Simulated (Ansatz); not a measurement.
One crystal and one scan (frozen-phonon scan) at two levels, PBE (plane waves to 420 eV, PAW, scalar-relativistic; Ansatz, a program for electronic structure) and r2SCAN (plane waves to 500 eV, PAW, scalar-relativistic; Ansatz), each from its own relaxed cell and on its own mesh. The cell shown is that of PBE.

SrF₂ (fluorite)

```yaml
crystal:
  lattice:
    - [0.00000, 5.85727, 5.85727]
    - [2.92864, 0.00000, 2.92864]
    - [2.92864, 2.92864, 0.00000]
  atoms:
    - { symbol: Sr, position: [0.00000, 0.00000, 0.00000] }
    - { symbol: Sr, position: [0.50000, 0.00000, 0.00000] }
    - { symbol: F, position: [0.12500, 0.25000, 0.25000] }
    - { symbol: F, position: [0.62500, 0.25000, 0.25000] }
    - { symbol: F, position: [0.37500, 0.75000, 0.75000] }
    - { symbol: F, position: [0.87500, 0.75000, 0.75000] }
```

The atoms are displaced by Q × the pattern below (from a DFPT mode at L = (0.5, 0.0, 0.0), largest move 1; Q in Å), at fixed cell. (q is in reciprocal vectors of the primitive cell; the cell shown is doubled to hold the pattern.)

```tsv
atom	x	y	z
Sr1	-0.577	0.577	0.577
Sr2	0.577	-0.577	-0.577
F3	-0.417	0.417	0.417
F4	0.417	-0.417	-0.417
F5	0.417	-0.417	-0.417
F6	-0.417	0.417	0.417
```

SrF2 was relaxed with its symmetry unable to fall. Percentages come from the unrounded values. Both scans cover Q from -0.280 to 0.280 Å.

Results of PBE:

* **Lattice constant a (Å)**: 5.857
* **Energy at Q = 0.280 Å (meV/cell)**: 1419
* **Harmonic wavenumber from the curvature (finite differences) (cm⁻¹ (negative: imaginary))**: 175
* **Space group of the distorted cell**: R-3m (No. 166), lowered from Fm-3m
* **Symmetry of the curve**: even: the same for both signs
* **Shape of the curve**: a single well with its minimum at or next to zero displacement

Task: What does r2SCAN give for the same quantities?

Result: 
| quantity | r2SCAN | PBE − r2SCAN |
|---|---|---|
| Lattice constant a (Å) | 5.791 | +0.066 (+1.2 %) |
| Energy at Q = 0.280 Å (meV/cell) | 1511 | -92 (-6.1 %) |
| Harmonic wavenumber from the curvature (finite differences) (cm⁻¹ (negative: imaginary)) | 193 | -18 (-10 %) |

PBE gives the higher value for: lattice constant a. PBE gives the lower value for: energy at Q = 0.280 Å; harmonic wavenumber from the curvature. Both give the same space group of the distorted cell: R-3m (No. 166), lowered from Fm-3m. Neither level is exact: the differences show how much the result hangs on the functional.

(For displaced atoms, the force is minus the slope of the energy, and its curvature is a force constant, which sets phonon frequencies.)
